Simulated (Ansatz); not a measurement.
**HfC (WC type): how the settings move a single-point run**

Aim: see which settings change the result for HfC (WC type), by how much, and at what cost.

Method: reference: DFT r2SCAN, scalar-relativistic, plane waves, PAW, in Ansatz 0.2.0.

1 further run of the same task is left out (it didn't finish). Runs told in other sessions of the task aren't counted.

**1. The starting structure**

The structure is hexagonal, space group P-6m2 (No. 187). The conventional cell has a = 3.228 Å, b = 3.228 Å, c = 2.899 Å, α = 90.00°, β = 90.00°, γ = 120.00°. Hf (site symmetry -6m2) has 6 C at 2.36 Å in its first shell of neighbours. C (site symmetry -6m2) has 6 Hf at 2.36 Å in its first shell of neighbours.

Structure file:

```
CELL_PARAMETERS angstrom
3.22835 0.00000 0.00000
-1.61417 2.79583 0.00000
0.00000 0.00000 2.89901
ATOMIC_POSITIONS crystal
Hf 0.00000 0.00000 0.00000
C 0.66667 0.33333 0.50000
```

**2. Reference**

Input file input.yaml:

```yaml
crystal:
  lattice:
    - [3.2283481484, 0.0, 0.0]
    - [-1.6141740742, 2.7958315087, 0.0]
    - [0.0, 0.0, 2.8990069144]
  atoms:
    - { symbol: Hf, position: [0.0, 0.0, 0.0] }
    - { symbol: C, position: [0.6666666667, 0.3333333333, 0.5] }
basis:
  ecutwfc: 500
  ecutrho_ratio: 4
kpoints:
  mp_grid: { grid: [12, 12, 12] }
  band_path:
    path:
      - [[0.0, 0.0, 0.0], [0.5, 0.0, 0.0], [0.33333333, 0.33333333, 0.0], [0.0, 0.0, 0.0], [0.0, 0.0, 0.5], [0.5, 0.0, 0.5], [0.33333333, 0.33333333, 0.5], [0.0, 0.0, 0.5]]
      - [[0.5, 0.0, 0.5], [0.5, 0.0, 0.0]]
      - [[0.33333333, 0.33333333, 0.5], [0.33333333, 0.33333333, 0.0]]
    npoints: 14
hamiltonian:
  xc: r2scan
scf:
  occupations: { method: gaussian, width: 0.05 }
  n_extra_bands: 11
output:
  forces: true
  stress: true
  eigenvalues: true
  populations: true
  dos: { projected: true, de: 0.02, nscf_kmesh: { grid: [18, 18, 18] } }
  bader: true
  write_density: true
  write_potential: true
  elf: true
  volumetric_format: npy
```

On the command line:

```console
$ ansatz run input.yaml --threads 2 --pin off --max-ram 2662MiB --backend cpu --events-out ev --progress --plain --runs-dir out
```

**3. Changing settings: ecutwfc 250 eV, occupations.method methfessel_paxton, occupations.width 0.01**

Input file input.yaml:

```yaml
crystal:
  lattice:
    - [3.228348148357, 0.0, 0.0]
    - [-1.614174074178, 2.795831508737, 0.0]
    - [0.0, 0.0, 2.8990069144]
  atoms:
    - { symbol: Hf, position: [-3.700743415525e-17, 0.0, 0.0] }
    - { symbol: C, position: [0.6666666666667, 0.3333333333333, 0.5] }
basis:
  ecutwfc: "250 eV"
  ecutrho_ratio: 4
kpoints:
  mp_grid: { grid: [12, 12, 12] }
hamiltonian:
  xc: r2scan
scf:
  occupations: { method: methfessel_paxton, width: 0.01 }
output:
  forces: true
  stress: true
```

**4. Variant: mp_grid.grid [10, 10, 10]**

Input file input.yaml:

```yaml
crystal:
  lattice:
    - [3.228348148357, 0.0, 0.0]
    - [-1.614174074178, 2.795831508737, 0.0]
    - [0.0, 0.0, 2.8990069144]
  atoms:
    - { symbol: Hf, position: [-3.700743415525e-17, 0.0, 0.0] }
    - { symbol: C, position: [0.6666666666667, 0.3333333333333, 0.5] }
basis:
  ecutwfc: 500
  ecutrho_ratio: 4
kpoints:
  mp_grid: { grid: [10, 10, 10] }
hamiltonian:
  xc: r2scan
scf:
  occupations: { method: gaussian, width: 0.05 }
output:
  forces: true
  stress: true
  write_density: true
  write_potential: true
  elf: true
  volumetric_format: npy
```

**5. Variant: basis.precision f64, occupations.method tetrahedron, eigensolver.kind davidson, width left out**

Input file input.yaml:

```yaml
crystal:
  lattice:
    - [3.228348148357, 0.0, 0.0]
    - [-1.614174074178, 2.795831508737, 0.0]
    - [0.0, 0.0, 2.8990069144]
  atoms:
    - { symbol: Hf, position: [-3.700743415525e-17, 0.0, 0.0] }
    - { symbol: C, position: [0.6666666666667, 0.3333333333333, 0.5] }
basis:
  ecutwfc: 500
  ecutrho_ratio: 4
  precision: f64
kpoints:
  mp_grid: { grid: [12, 12, 12] }
hamiltonian:
  xc: r2scan
scf:
  occupations: { method: tetrahedron }
  eigensolver: { kind: davidson }
output:
  forces: true
  stress: true
```

**6. Changed: pseudopotentials.kind nc, occupations.method tetrahedron_uncorrected, width left out**

Input file input.yaml:

```yaml
crystal:
  lattice:
    - [3.228348148357, 0.0, 0.0]
    - [-1.614174074178, 2.795831508737, 0.0]
    - [0.0, 0.0, 2.8990069144]
  atoms:
    - { symbol: Hf, position: [-3.700743415525e-17, 0.0, 0.0] }
    - { symbol: C, position: [0.6666666666667, 0.3333333333333, 0.5] }
basis:
  ecutwfc: 500
  ecutrho_ratio: 4
kpoints:
  mp_grid: { grid: [12, 12, 12] }
hamiltonian:
  xc: r2scan
  pseudopotentials: { kind: nc }
scf:
  occupations: { method: tetrahedron_uncorrected }
output:
  forces: true
  stress: true
```

**Question.** What will these runs give? Wanted: for each run, ending; energy change; pressure; gap; force.

**Answer**, as computed:

| run | ending | energy change | pressure (GPa) | gap (eV) | force (eV/Å) | cycles | time |
| --- | --- | --- | --- | --- | --- | --- | --- |
| reference | converged | 0 | 0.0 | 0.00 | 0.00 | 8 | 30 s |
| 1: ecutwfc 250 eV, occupations.method methfessel_paxton, occupations.width 0.01 | converged | +748.4 meV/atom (σ→0) | 0.9 | 0.00 | 0.00 | 8 | 2.6 s |
| 2: mp_grid.grid [10, 10, 10] | converged | -0.4 meV/atom | 0.0 | 0.12 | 0.00 | 7 | 5.5 s |
| 3: basis.precision f64, occupations.method tetrahedron, eigensolver.kind davidson, width left out | converged | +0.2 meV/atom (σ→0) | 0.0 | 0.00 | 0.00 | 7 | 8.7 s |
| 4: pseudopotentials.kind nc, occupations.method tetrahedron_uncorrected, width left out | converged | not comparable | -34.7 | 0.04 | 0.00 | 11 | 9.9 s |

Times don't compare one to one where runs were asked for different outputs or read a saved state (see the inputs); cycles may leave out searches for a lower state.

Residual by cycle in the longest SCF loop of each run; runs are numbered as in the table. The quantity is the density residual dr2, in eV.

| cycle | reference | run 1 | run 2 | run 3 | run 4 |
| --- | --- | --- | --- | --- | --- |
| 1 | 0.0341 | 0.0405 | 0.0339 | 0.0347 | 298 |
| 2 | 0.0194 | 0.0239 | 0.00766 | 0.019 | 31 |
| 3 | 0.00494 | 0.00768 | 0.00237 | 0.00432 | 14.4 |
| 4 | 0.00148 | 0.00832 | 6.5e-4 | 0.00152 | 0.721 |
| 5 | 1.7e-4 | 3.3e-4 | 1.9e-5 | 3.6e-5 | 0.0574 |
| 6 | 8.0e-6 | 1.8e-6 | 1.3e-6 | 2.0e-6 | 0.00393 |
| 7 | 2.3e-7 | 5.1e-7 | 3.3e-8 | 4.2e-8 | 9.5e-4 |
| 8 | 1.1e-9 | 4.0e-9 | - | - | 3.5e-5 |
| 9 | - | - | - | - | 3.0e-6 |
| 10 | - | - | - | - | 4.7e-8 |
| 11 | - | - | - | - | 4.0e-10 |

What this shows: Runs 1 and 4 ran under the cutoff that the potentials recommend, as the log warns, so basis error is mixed into their values, and swamps them where the cutoff is far short.

Spin-orbit coupling is left out, though the cell holds Hf; it can move the gap.
